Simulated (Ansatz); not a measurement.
In, DFT, LDA, all-electron PAW with datasets made for the crystal, scalar-relativistic (Ansatz 0.2.0), run on 1 thread of Arm Neoverse V2 on a shared host.

The cell comes from COD entry 9017523, which wasn't checked; take it as a given geometry. The listed cell was then made from it by scaling, straining or moving an atom.

Command: `ansatz run input.yaml --threads 1 --pin off --max-ram 3072MiB --backend cpu --events-out ev --progress --plain --runs-dir out`

```yaml
crystal:
  lattice:
    - [-1.6056495, 1.630389, 2.47395]
    - [1.630389, -1.6056495, 2.47395]
    - [1.621911, 1.621911, -2.4576885]
  atoms:
    - { symbol: In, position: [0.0, 0.0, 0.0] }
kpoints:
  mp_grid: { grid: [14, 14, 14] }
scf:
  occupations: { method: fermi_dirac, width: 0.05 }
hamiltonian:
  xc: lda
  pseudopotentials: { kind: all_electron, datasets: crystal }
output:
  forces: true
  stress: true
  eigenvalues: true
  efg: { contact_densities: true }
```

Problem. How large is the problem that the program sets up?

Solution. 744 irreducible k-points, 267 plane waves at Γ, 11 bands.

Problem. About how long does it take, and how much memory does it use?

Solution. 30 s of wall time for 7 SCF iterations, with a peak of 0.69 GiB. Times on shared machines scatter by tens of per cent.

Problem. And the same cell and mesh by PAW with the default files, asked for forces, stress, eigenvalues, efg, on the same hardware?

Solution. 12 s, peak memory 0.49 GiB.
